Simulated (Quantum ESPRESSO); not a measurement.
# Thickness dependence of 2H-MoTe2, part 3 of 8

What does each added layer of 2H-MoTe2 bring in screening, and what does it do to the gap?

Quantum ESPRESSO 7.5; plane-wave DFT, PBE, GBRV ultrasoft pseudopotentials.

So far. Step 2 (Variable-cell relaxation, 1 layer):  The last row is no step: it is a fresh SCF in the final cell with a new plane-wave basis, +0 meV from the row before. Step 3 (SCF with pw.x, 1 layer: no field): The run needed 15 iterations to bring the estimated error under 1e-09 Ry; the largest force on any atom, held or free, is 0.15 eV/Å.

**6. Ground state, 1 layer: field −0.1 V/Å**

The field is reversed. With a mirror plane this checks symmetry and convergence alone; for a polar sheet it tests linearity.

File n1.f2.in:

```
&control
  prefix = 'n1.f2'
  outdir = './out'
  pseudo_dir = './pseudo'
  calculation = 'scf'
  tprnfor = .true.
  tefield = .true.
  dipfield = .true.
/
&system
  ibrav = 0
  nat = 3
  ntyp = 2
  ecutwfc = 40
  ecutrho = 200
  occupations = 'smearing'
  smearing = 'fd'
  degauss = 0.004
  edir = 3
  emaxpos = 0.97
  eopreg = 0.04
  eamp = -0.00194469
  nbnd = 17
/
&electrons
  conv_thr = 1e-09
  mixing_beta = 0.4
  electron_maxstep = 120
  mixing_mode = 'plain'
  startingpot = 'file'
/
ATOMIC_SPECIES
  Te  127.6000  te_pbe_v1.uspp.F.UPF
  Mo  95.9500  mo_pbe_v1.uspp.F.UPF
CELL_PARAMETERS angstrom
  3.52083076100000 0.00000000000000 0.00000000000000
  -1.76041538000000 3.04912888100000 0.00000000000000
  0.00000000000000 0.00000000000000 20.77410263100000
ATOMIC_POSITIONS crystal
  Te  0.333333333300 0.666666666700 0.412471503400
  Mo  0.000000000000 0.000000000000 0.500000000000
  Te  0.333333333300 0.666666666700 0.587528496600
K_POINTS automatic
  12 12 1 0 0 0
```

Command:

```bash
$ cp -r out/n1.f0.save out/n1.f2.save
$ OMP_NUM_THREADS=1 mpirun -n 4 pw.x -nk 4 -in n1.f2.in > n1.f2.out
```

Log:

```text
[banner, memory and clock lines left out]
Program PWSCF v.7.5 starts
[citation notice left out]

[...]
bravais-lattice index     =            0
     lattice parameter (alat)  =       6.6534  a.u.
     unit-cell volume          =    1505.0115 (a.u.)^3
     number of atoms/cell      =            3
     number of atomic types    =            2
     number of electrons       =        26.00
     number of Kohn-Sham states=           17
     kinetic-energy cutoff     =      40.0000  Ry
     charge density cutoff     =     200.0000  Ry
     scf convergence threshold =      1.0E-09
     mixing beta               =       0.4000
     number of iterations used =            8  plain     mixing
     Exchange-correlation= SLA  PW   PBE  PBE
                           (   1   4   3   4   0   0   0)

[...]
PseudoPot. # 1 for Te read from file:
     ./pseudo/te_pbe_v1.uspp.F.UPF
     Pseudo is Ultrasoft + core correction, Zval =  6.0
     Generated by new atomic code, or converted to UPF format
     Using radial grid of  891 points,  5 beta functions with:
                l(1) =   0
                l(2) =   0
                l(3) =   1
                l(4) =   1
                l(5) =   2
     Q(r) pseudized with  6 coefficients,  rinner =    1.800   1.800   1.800
                                                       1.800   1.800

     PseudoPot. # 2 for Mo read from file:
     ./pseudo/mo_pbe_v1.uspp.F.UPF
     Pseudo is Ultrasoft + core correction, Zval = 14.0
     Generated by new atomic code, or converted to UPF format
     Using radial grid of  889 points,  6 beta functions with:
                l(1) =   0
                l(2) =   0
                l(3) =   1
                l(4) =   1
                l(5) =   2
                l(6) =   2
     Q(r) pseudized with  6 coefficients,  rinner =    1.000   1.000   1.000
                                                       1.000   1.000

     atomic species   valence    mass     pseudopotential
     Te                6.00   127.60000     Te( 1.00)
     Mo               14.00    95.95000     Mo( 1.00)

     No symmetry found

[...]
number of k points=    74  Fermi-Dirac smearing, width (Ry)=  0.0040
[...]
Dense  grid:    71619 G-vectors     FFT dimensions: (  30,  30, 180)

     Smooth grid:    51633 G-vectors     FFT dimensions: (  27,  27, 160)

     The initial density is read from file :
     ./out/n1.f2.save/charge-density

     negative rho (up, down):  2.648E-03 0.000E+00

     Adding external electric field

     Computed dipole along edir(3) :
        Dipole                0.0000 Ry au,          0.0000 Debye
        Dipole field          0.0000 Ry au,

        E field amplitude [Ha a.u.]: -1.9447E-03
        Potential amp.       -0.1466 Ry
        Total length         37.6871 bohr

     Starting wfcs are   21 randomized atomic wfcs

     per-process dynamical memory:    73.4 Mb

     Self-consistent Calculation

     iteration #  1     ecut=    40.00 Ry     beta= 0.40
     Davidson diagonalization with overlap
     ethr =  1.00E-05,  avg # of iterations =  9.5

     negative rho (up, down):  2.645E-03 0.000E+00

     Adding external electric field

     Computed dipole along edir(3) :
        Dipole               -0.2937 Ry au,         -0.7466 Debye
        Dipole field         -0.0025 Ry au,

        E field amplitude [Ha a.u.]: -1.9447E-03
        Potential amp.        0.0383 Ry
        Total length         37.6871 bohr

     total energy              =    -192.37846210 Ry
     estimated scf accuracy    <       0.01647845 Ry

     iteration #  2     ecut=    40.00 Ry     beta= 0.40
[...]
negative rho (up, down):  2.648E-03 0.000E+00

[...]
Dipole               -0.0687 Ry au,         -0.1746 Debye
[...]
E field amplitude [Ha a.u.]: -1.9447E-03
[...]
total energy              =    -192.36860592 Ry
     estimated scf accuracy    <       0.26820774 Ry

     iteration #  3     ecut=    40.00 Ry     beta= 0.40
[...]
negative rho (up, down):  2.647E-03 0.000E+00

[...]
Dipole               -0.0669 Ry au,         -0.1700 Debye
[...]
E field amplitude [Ha a.u.]: -1.9447E-03
[...]
total energy              =    -192.38746471 Ry
     estimated scf accuracy    <       0.00008536 Ry

     iteration #  4     ecut=    40.00 Ry     beta= 0.40
[...]
negative rho (up, down):  2.647E-03 0.000E+00

[...]
Dipole               -0.0680 Ry au,         -0.1727 Debye
[...]
E field amplitude [Ha a.u.]: -1.9447E-03
[...]
total energy              =    -192.38752623 Ry
     estimated scf accuracy    <       0.00004569 Ry

     iteration #  5     ecut=    40.00 Ry     beta= 0.40
[...]
negative rho (up, down):  2.647E-03 0.000E+00

[...]
Dipole               -0.0710 Ry au,         -0.1804 Debye
[...]
E field amplitude [Ha a.u.]: -1.9447E-03
[...]
total energy              =    -192.38752859 Ry
     estimated scf accuracy    <       0.00001186 Ry

     iteration #  6     ecut=    40.00 Ry     beta= 0.40
[...]
negative rho (up, down):  2.647E-03 0.000E+00

[...]
Dipole               -0.0709 Ry au,         -0.1802 Debye
[...]
E field amplitude [Ha a.u.]: -1.9447E-03
[...]
total energy              =    -192.38753007 Ry
     estimated scf accuracy    <       0.00000039 Ry

     iteration #  7     ecut=    40.00 Ry     beta= 0.40
[...]
negative rho (up, down):  2.647E-03 0.000E+00

[...]
Dipole               -0.0710 Ry au,         -0.1806 Debye
[...]
E field amplitude [Ha a.u.]: -1.9447E-03
[...]
total energy              =    -192.38753033 Ry
     estimated scf accuracy    <       0.00000011 Ry

     iteration #  8     ecut=    40.00 Ry     beta= 0.40
[...]
negative rho (up, down):  2.647E-03 0.000E+00

[...]
Dipole               -0.0712 Ry au,         -0.1809 Debye
[...]
E field amplitude [Ha a.u.]: -1.9447E-03
[...]
total energy              =    -192.38753033 Ry
     estimated scf accuracy    <       0.00000001 Ry

     iteration #  9     ecut=    40.00 Ry     beta= 0.40
[...]
negative rho (up, down):  2.647E-03 0.000E+00

[...]
Dipole               -0.0711 Ry au,         -0.1808 Debye
[...]
E field amplitude [Ha a.u.]: -1.9447E-03
[...]
total energy              =    -192.38753034 Ry
     estimated scf accuracy    <          5.2E-09 Ry

     iteration # 10     ecut=    40.00 Ry     beta= 0.40
[...]
negative rho (up, down):  2.647E-03 0.000E+00

[...]
Dipole               -0.0711 Ry au,         -0.1807 Debye
[...]
E field amplitude [Ha a.u.]: -1.9447E-03
[...]
End of self-consistent calculation

          k = 0.0000 0.0000 0.0000 (  6499 PWs)   bands (ev):

   -60.5984 -34.7598 -34.6235 -34.6235 -12.5526 -11.6387  -4.9131  -1.7278
    -1.4811  -1.4811  -0.7091  -0.7091  -0.4103   3.2460   3.2460   3.5021
     3.5021

          k = 0.0000 0.0962 0.0000 (  6453 PWs)   bands (ev):

   -60.5978 -34.7580 -34.6322 -34.6256 -12.4555 -11.5699  -4.8061  -1.8859
    -1.7031  -1.4010  -0.8407  -0.6607  -0.4123   2.8392   2.9266   3.2899
     3.3303

[...]
the Fermi energy is     0.7017 ev

!    total energy              =    -192.38753033 Ry
     estimated scf accuracy    <          2.1E-10 Ry
     smearing contrib. (-TS)   =      -0.00000019 Ry
     internal energy E=F+TS    =    -192.38753015 Ry

     The total energy is F=E-TS. E is the sum of the following terms:
     one-electron contribution =    -915.10603366 Ry
     hartree contribution      =     458.73268965 Ry
     xc contribution           =     -48.31957142 Ry
     ewald contribution        =     312.30561965 Ry
     electric field correction =      -0.00023436 Ry

     convergence has been achieved in  10 iterations

     negative rho (up, down):  2.647E-03 0.000E+00

     Forces acting on atoms (cartesian axes, Ry/au):

     atom    1 type  1   force =     0.00000003   -0.00000004   -0.00608533
     atom    2 type  2   force =    -0.00000002    0.00000003    0.00057578
     atom    3 type  1   force =    -0.00000001    0.00000001    0.00550955

     Total force =     0.008229     Total SCF correction =     0.000037

[...]
```

It took 46 s on 4 MPI ranks of Arm Neoverse V1, shared host; peak memory 0.54 GiB.

Read from the output:

- Fermi energy: 0.7017 eV
- dipole along the normal: -0.03762 e·Å
- valence top, on the run's zero: 0.1450 eV
- conduction bottom, on the run's zero: 1.294 eV

**7. Electrostatic potential, 1 layer**

File n1.f1.pot.in:

```
&inputpp
  prefix = 'n1.f1'
  outdir = './out'
  filplot = 'n1.f1.pot.dat'
  plot_num = 11
/
```

Command:

```bash
$ OMP_NUM_THREADS=1 mpirun -n 4 pp.x -in n1.f1.pot.in > n1.f1.pot.out
```

It took 0.97 s on 4 MPI ranks; peak memory 0.1 GiB.

Read from the output:

```
slope of the potential above                                          : 0.1001 eV/Å
upper vacuum line continued to the top atoms, over the valence top    : 4.668 eV
slope of the potential below                                          : 0.09989 eV/Å
lower vacuum line continued to the bottom atoms, over the valence top : 4.939 eV
```

The slope in the vacuum is 0.100 eV/Å for an applied 0.10 V/Å, as it should be.

(Part 3 of 8 ends here.)

[Logs are printed without paths, hosts, clocks, repeated set-up lines and the standing remarks that a program may print on its own settings, such as how far it seeks lower states.]

[Hosts, paths, dates, database ids (printed as entryN), source tags and the programs' standing remarks are cut or masked in the printed files.]

[Maps of the electrostatic potential energy from Ansatz leave out the sawtooth potential of an applied field or a dipole correction, so their vacuum need not be flat; planar profiles and work functions include it.]
